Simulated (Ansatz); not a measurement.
# HgSe: the cost of one run

Method: DFT r2SCAN, scalar-relativistic, plane waves, PAW, in Ansatz 0.2.0.

3 further runs of the same task are left out: 1 that didn't finish, 2 set aside as unsound or not needed.

**1. The structure to begin with**

It takes space group F-43m (No. 216, cubic). Conventional cell: a = 5.665 Å, b = 5.665 Å, c = 5.665 Å, α = 90.00°, β = 90.00°, γ = 90.00°. Around Zn (site symmetry -43m) lie 4 Se at 2.45 Å. Se (site symmetry -43m) is surrounded by 4 Zn at 2.45 Å.

Coordinates:

```xyz
2
Lattice="0.0000 2.8324 2.8324 2.8324 0.0000 2.8324 2.8324 2.8324 0.0000" Properties=species:S:1:pos:R:3 pbc="T T T"
Zn    0.0000    0.0000    0.0000
Se    4.2487    4.2487    4.2487
```

It goes back to an entry of the Materials Project.

This cell was relaxed beforehand with the same method: volume 22.72 Å³/atom, gap on the mesh 1.87 eV.

**2. Zn → Hg: the starting cell**

The start of HgSe: fractional positions of relaxed ZnSe, cell scaled by 1.027, a guess from tabulated radii.

**3. Quick check of gap, pressure and forces (HgSe)**

File input.yaml:

```yaml
crystal:
  lattice:
    - [0.0, 2.9097815222, 2.9097815222]
    - [2.9097815222, 0.0, 2.9097815222]
    - [2.9097815222, 2.9097815222, 0.0]
  atoms:
    - { symbol: Hg, position: [0.0, 0.0, 0.0] }
    - { symbol: Se, position: [0.75, 0.75, 0.75] }
basis:
  ecutwfc: 500
kpoints:
  mp_grid: { grid: [6, 6, 6] }
hamiltonian:
  xc: r2scan
scf:
  occupations: { method: gaussian, width: 0.1 }
output:
  forces: true
  stress: true
  eigenvalues: true
```

Run with:

```console
ansatz run input.yaml --threads 1 --pin off --max-ram 2560MiB --backend cpu --events-out ev --progress --plain --runs-dir out
```

What time and memory should one allow on 1 thread of AMD EPYC, shared host?

About 8.1 s, with a peak of 0.52 GiB.
